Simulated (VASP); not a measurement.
**NbC (Niobocarbide): equation of state with PBEsol**

NbC (Niobocarbide):

```
Nb C
1.0
     0.00000    2.23455    2.23455
     2.23455    0.00000    2.23455
     2.23455    2.23455    0.00000
Nb C
1 1
Cartesian
  0.0000 0.0000 0.0000
  2.2346 2.2346 2.2346
```

* Program: VASP 6.6.1
* Task: equation of state
* Functional: PBEsol
* Potentials or basis: VASP PAW PBE potentials, release 64 (Nb_sv, C)
* Cutoff: 520 eV
* k mesh: 10 × 10 × 10
* Occupations: fermi-dirac, width 0.05 eV
* Spin: no spin polarisation

```json
{
 "Equilibrium volume": "11.00 Å³/atom",
 "Bulk modulus": "321 GPa",
 "Pressure derivative of the bulk modulus": "4.2"
}
```

Energy against volume, from the lowest point:
```tsv
volume (Å³/atom)	energy (meV/atom)
10.488	25.69
10.711	7.65
10.934	0.00
11.158	1.73
11.381	11.88
11.604	29.62
11.827	54.18
```

All runs of the series together: 100 s on 1 thread of Intel(R) Xeon(R) Platinum 8259CL CPU @ 2.50GHz (Skylake/Cascade Lake), with other jobs on the host.

Caveat: the PAW data sets were made with another functional, which shifts forces and pressure a little.
